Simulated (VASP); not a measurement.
# Settings for H₂O: nudged elastic band

H₂O, molecule in box, 3 atoms in the cell. PBE, nudged elastic band; PAW potentials O, H (PBE set). VASP 6.6.1.

Wanted: barrier within 0.02 eV.

Path: H2O through the linear form; Moving images: 3.

The series start from Cutoff ENCUT (eV): 400; SCF threshold EDIFF (eV): 1e-5; PREC: Normal; LREAL: no. Each series keeps the choices made before it, and each single choice may use up half of a tolerance. Times cover all steps of a run.

## Cutoff ENCUT (eV)

| Cutoff ENCUT (eV) | Barrier (eV) | Time (s) |
|---|---|---|
| 350 | 1.261 | 12 |
| 400 | 1.261 | 12 |
| 450 | 1.263 | 14 |
| 500 | 1.264 | 17 |
| 550 | 1.265 | 19 |
| 600 (reference) | 1.264 | 19 |

Chosen: 350, the loosest value from which every tighter one stays within half of the tolerance.

## SCF threshold EDIFF (eV)

| SCF threshold EDIFF (eV) | Barrier (eV) | Time (s) |
|---|---|---|
| 0.001 | 1.261 | 9.0 |
| 0.0001 | 1.261 | 9.6 |
| 1e-5 | 1.261 | 12 |
| 1e-6 (reference) | 1.261 | 15 |

Chosen: 0.001.

## PREC

| PREC | Barrier (eV) | Time (s) |
|---|---|---|
| Normal | 1.261 | 9.0 |
| Accurate | 1.261 | 15 |

Chosen: Normal; no other choice that stays within half of the tolerance saves 30 % of the time.

## LREAL

| LREAL | Barrier (eV) | Time (s) |
|---|---|---|
| no | 1.261 | 9.0 |
| Auto | 1.261 | 9.3 |

Chosen: no.

## All choices together

| Input | Barrier (eV) | Time (s) |
|---|---|---|
| chosen settings | 1.261 | 9.0 |
| reference settings throughout | 1.264 | 23 |

The tolerance is met.

## The input

INCAR.step1:
```
ALGO = Normal ; EDIFF = 0.001
EDIFFG = -0.02 ; ENCUT = 350
IBRION = 2 ; ISIF = 2
ISMEAR = 0 ; ISYM = 0
LASPH = True ; LCHARG = False
LREAL = False ; LWAVE = False
NELM = 100 ; NSW = 100
POTIM = 0.5 ; PREC = Normal
SIGMA = 0.01
```

INCAR.step3, as INCAR.step1 but for:
```
- EDIFFG = -0.02
- IBRION = 2
- ISIF = 2
- POTIM = 0.5
+ EDIFFG = -0.05
+ IBRION = 1
+ IMAGES = 3
+ POTIM = 0.3
+ SPRING = -5
```

KPOINTS:
```
k-points
0
Gamma
  1 1 1
```

00/POSCAR:
```
H2O
1.0
    8.0000000000      0.0000000000      0.0000000000
    0.0000000000      6.5000000000      0.0000000000
    0.0000000000      0.0000000000      8.0000000000
O H
1 2
Direct
    0.4999999936      0.5000000085      0.4502892732
    0.5960084312      0.4999999952      0.5248553649
    0.4039915753      0.4999999963      0.5248553618
```

01/POSCAR:
```
H2O
1.0
    8.0000000000      0.0000000000      0.0000000000
    0.0000000000      6.5000000000      0.0000000000
    0.0000000000      0.0000000000      8.0000000000
O H
1 2
Direct
    0.4999999971      0.5000000048      0.4718601868
    0.6134805095      0.4999999973      0.5140699072
    0.3865194934      0.4999999979      0.5140699059
```

02/POSCAR:
```
H2O
1.0
    8.0000000000      0.0000000000      0.0000000000
    0.0000000000      6.5000000000      0.0000000000
    0.0000000000      0.0000000000      8.0000000000
O H
1 2
Direct
    0.5000000000      0.5000000000      0.5000000000
    0.6212500000      0.5000000000      0.5000000000
    0.3787500000      0.5000000000      0.5000000000
```

03/POSCAR:
```
H2O
1.0
    8.0000000000      0.0000000000      0.0000000000
    0.0000000000      6.5000000000      0.0000000000
    0.0000000000      0.0000000000      8.0000000000
O H
1 2
Direct
    0.5000000063      0.4999999999      0.5281397615
    0.6134805620      0.5000000003      0.4859301202
    0.3865194317      0.4999999998      0.4859301183
```

04/POSCAR:
```
H2O
1.0
    8.0000000000      0.0000000000      0.0000000000
    0.0000000000      6.5000000000      0.0000000000
    0.0000000000      0.0000000000      8.0000000000
O H
1 2
Direct
    0.5000000140      0.4999999999      0.5497106830
    0.5960085732      0.5000000005      0.4751446608
    0.4039914128      0.4999999996      0.4751446561
```

POSCAR.step1:
```
H2O
1.0
    8.0000000000      0.0000000000      0.0000000000
    0.0000000000      6.5000000000      0.0000000000
    0.0000000000      0.0000000000      8.0000000000
O H
1 2
Direct
    0.5000000000      0.5000000000      0.4505124365
    0.5958711108      0.5000000000      0.5247437817
    0.4041288892      0.5000000000      0.5247437817
```

POSCAR.step2:
```
H2O
1.0
    8.0000000000      0.0000000000      0.0000000000
    0.0000000000      6.5000000000      0.0000000000
    0.0000000000      0.0000000000      8.0000000000
O H
1 2
Direct
    0.5000000000      0.5000000000      0.5494875635
    0.5958711108      0.5000000000      0.4752562183
    0.4041288892      0.5000000000      0.4752562183
```

Commands (each step's output is kept before the next begins):
```
cat potpaw_PBE.64/O/POTCAR potpaw_PBE.64/H/POTCAR > POTCAR
cp INCAR.step1 INCAR
cp POSCAR.step1 POSCAR
mpirun -np 2 vasp_gam > vasp.out
cp POSCAR.step2 POSCAR
mpirun -np 2 vasp_gam > vasp.out
# 00 and 04 hold the relaxed ends; the images between are interpolated (pair-distance (IDPP), through a guessed midpoint)
cp INCAR.step3 INCAR
mpirun -np 3 vasp_gam > vasp.out
```

The chosen input took VASP 6.6.1 9.0 s on 3 cores (Intel Xeon 6975P-C (Granite Rapids)), a shared host.
